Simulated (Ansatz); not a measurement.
**How Au stores the work of compression**

Theory: Ansatz, DFT PBE, scalar-relativistic, plane waves, PAW. (420 eV cutoff, 18×18×18 k-mesh, Gaussian smearing of 0.10 eV, no spin polarisation)

The relaxed crystal:

```
CELL_PARAMETERS angstrom
0.00000 2.07895 2.07895
2.07895 0.00000 2.07895
2.07895 2.07895 0.00000
ATOMIC_POSITIONS crystal
Au 0.00000 0.00000 0.00000
```

Cell and atoms were relaxed at each target pressure within the start's symmetry (Fm-3m), at zero temperature; other phases can be more stable under pressure. H = E + PV with P the target; E is the free energy at the smearing used, whose derivative the pressure is, per atom and counted from zero pressure.

Spin–orbit coupling is left out, which can shift energies with elements as heavy as these.

```csv
P (GPa),V (Å³/atom),E − E0 (meV),H − H0 (meV)
0,17.971,0.0,0.0
3,17.621,3.1,333.1
8,17.112,20.3,874.7
15,16.535,61.2,1609.3
30,15.607,188.8,3111.2
60,14.369,527.5,5908.4
```

Thermodynamics gives dH/dP = V along a relaxed path. Integrate V over P by the trapezoid rule and compare with the computed enthalpies.

With 1 eV/Å³ = 160.22 GPa, each step adds the mean volume times ΔP / 160.22:
```csv
P (GPa),∫V dP (meV),H − H0 (meV),difference (meV)
3,333.2,333.1,0.1
8,875.2,874.7,0.5
15,1610.2,1609.3,0.9
30,3114.8,3111.2,3.7
60,5921.2,5908.4,12.8
```

V(P) curves upward, so the trapezoid rule runs high; integrating a smooth curve through the same points puts that excess at about 11.8 meV at 60 GPa, against the 12.8 meV found.

At 60 GPa, how much of the enthalpy change is stored energy and how much is the PV term?

E rises by 528 meV/atom and PV is 60 × 14.369 / 160.22 = 5381 meV/atom, so PV makes 91 % of ΔH. So between rival structures at high pressure a small difference in volume can outweigh the difference in energy: 1 % of this volume is worth 53.8 meV/atom at this pressure.

What bulk modulus do the lowest pressures give?

From the pressures that the runs reached, -3.01 GPa (18.385 Å³) and 2.95 GPa (17.621 Å³), B = −ΔP/Δln V = 5.96 / 0.0425 = 140 GPa, a mean over that range.